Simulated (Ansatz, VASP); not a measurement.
# One calculation of TiO2 (Anatase), two programs

Contents of INCAR:

```
SYSTEM = TiO2
ALGO     = Normal         ! electronic algorithm
EDIFF    = 1E-6           ! SCF threshold, eV
ENCUT    = 520            ! plane-wave cutoff, eV
GGA      = PE             ! functional
ISIF     = 2              ! what is computed and relaxed
ISMEAR   = 0              ! smearing method
LASPH    = .TRUE.         ! aspherical terms in the spheres
LCHARG   = .FALSE.        ! write CHGCAR
LREAL    = .FALSE.        ! projectors in reciprocal space
LWAVE    = .FALSE.        ! write WAVECAR
NBANDS   = 33             ! bands
NELM     = 100            ! most SCF steps
PREC     = Accurate       ! precision mode
SIGMA    = 0.1            ! smearing width, eV
```

Contents of KPOINTS:

```
k-points
0
G
  6 6 6
  0 0 0
```

The input POSCAR:

```
TiO2
1.0
   -1.8921000000      1.8921000000      4.7573000000
    1.8921000000     -1.8921000000      4.7573000000
    1.8921000000      1.8921000000     -4.7573000000
Ti O
2 4
Direct
    0.0000000000      0.0000000000      0.0000000000
    0.7500000000      0.2500000000      0.5000000000
    0.2081000000      0.2081000000      0.0000000000
    0.9581000000      0.4581000000      0.5000000000
    0.5419000000      0.0419000000      0.5000000000
    0.7919000000      0.7919000000      0.0000000000
```

Input for Ansatz:

```yaml
crystal:
  lattice:
    - [-1.8921, 1.8921, 4.7573]
    - [1.8921, -1.8921, 4.7573]
    - [1.8921, 1.8921, -4.7573]
  atoms:
    - { symbol: Ti, position: [0.0, 0.0, 0.0] }
    - { symbol: Ti, position: [0.75, 0.25, 0.5] }
    - { symbol: O, position: [0.2081, 0.2081, 0.0] }
    - { symbol: O, position: [0.9581, 0.4581, 0.5] }
    - { symbol: O, position: [0.5419, 0.0419, 0.5] }
    - { symbol: O, position: [0.7919, 0.7919, 0.0] }
basis:
  ecutwfc: 420
kpoints:
  mp_grid: { grid: [6, 6, 6] }
hamiltonian:
  xc: pbe
scf:
  occupations: { method: gaussian, width: 0.1 }
output:
  forces: true
  stress: true
  eigenvalues: true
```

Alike in both runs: task single point; functional PBE; k mesh 6 × 6 × 6; occupations gaussian, width 0.1 eV; no spin polarisation.

|  | VASP | Ansatz |
| --- | --- | --- |
| version | VASP 6.6.1 | Ansatz 0.2.0 |
| potentials or method | VASP PAW PBE potentials, release 64 (Ti_sv, O) | scalar-relativistic, plane waves, PAW |
| plane-wave cutoff (eV) | 520 | 420 |
| valence electrons in the cell | 48 | 48 |

Ansatz gave:

```
gap on the k mesh at the Fermi level (eV)       : 2.17
least direct gap on the mesh (eV)               : 2.47
pressure (GPa)                                  : 5.2
largest component of the traceless stress (GPa) : 0.86
rms of the force components (eV/Å)              : 0.048
```

Question: Which values does VASP return?

Answer: gap on the k mesh at the Fermi level (eV): 2.14; least direct gap on the mesh (eV): 2.45; pressure (GPa): 5.9; largest component of the traceless stress (GPa): 0.92; rms of the force components (eV/Å): 0.058.

Atom by atom the forces differ by 0.011 eV/Å (rms over components).

A k mesh can miss the band edges. PBE gaps usually lie below the measured ones, often by a third to a half.
